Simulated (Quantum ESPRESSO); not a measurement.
The system is I.

```xyz
1
Lattice="0.0000 2.3656 3.9098 2.1922 0.0000 3.9098 2.1922 2.3656 0.0000" Properties=species:S:1:pos:R:3 pbc="T T T"
I     0.0000    0.0000    0.0000
```

Base run:

- Program: Quantum ESPRESSO 7.5
- Functional: PBEsol
- Potentials or basis: PseudoDojo 0.4 FR PBEsol standard
- Cutoff: 952 eV
- Density cutoff: 3810 eV
- k mesh: 9 × 9 × 9
- Occupations: fermi-dirac, width 0.05 eV
- Spin: spin-orbit coupling, no magnetisation

Its results: band gap on the k mesh none (metal or under the smearing width); pressure -0.8 GPa.

Question: The run is repeated on the same cell with these changes: potentials or basis from PseudoDojo 0.4 FR PBEsol standard to PseudoDojo 0.4.1 SR PBEsol standard; spin from spin-orbit coupling, no magnetisation to no spin polarisation. What comes out?

Answer: Band gap on the k mesh none (metal or under the smearing width); pressure -1.4 GPa.

Caveats: an odd number of electrons without spin polarisation forces a metal (some runs); a magnetic or distorted state may lie lower (some runs).

Not every run made on this cell is shown here.
